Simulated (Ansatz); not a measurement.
In₂Sb (P6_3/mmc)

Theory: DFT r2SCAN, scalar-relativistic, plane waves, PAW in Ansatz.

Settings: cutoff 500 eV, Γ-centred mesh 12×12×6 on the computed 6-atom cell, Gaussian smearing of 0.10 eV; no spin polarisation.

The structure is relaxed at this level of theory with its symmetry kept. Whether it is the stable form of this composition wasn't checked.

```yaml
crystal:
  lattice:
    - [5.41546, 0.00000, 0.00000]
    - [-2.70773, 4.68993, 0.00000]
    - [0.00000, 0.00000, 6.44732]
  atoms:
    - { symbol: In, position: [0.66667, 0.33333, 0.25000] }
    - { symbol: In, position: [0.33333, 0.66667, 0.75000] }
    - { symbol: In, position: [0.00000, 0.00000, 0.50000] }
    - { symbol: In, position: [0.00000, 0.00000, 0.00000] }
    - { symbol: Sb, position: [0.66667, 0.33333, 0.75000] }
    - { symbol: Sb, position: [0.33333, 0.66667, 0.25000] }
```

| Property | Result |
| --- | --- |
| Space group | P6_3/mmc (No. 194) |
| Volume per atom | 184.2 bohr³ |
| Formation energy from the elements' standard states (uncorrected) | +0.008 eV/atom |
| Generalised Kohn–Sham band gap | none (metal) |
| Density of states at the Fermi level | 2.15 states/eV per cell |
| Löwdin character within 0.5 eV of the Fermi level | In 5p 44 %, Sb 5p 28 %, In 5s 20 % |
| Bulk modulus | 43 GPa |
| Its pressure derivative | 5.1 |
| Bader charges (e) | In (2 in the cell) 0.32, In (2 in the cell) 0.25, Sb (2 in the cell) -0.57 |

Spin-orbit coupling is left out, which matters for the bands of heavy elements.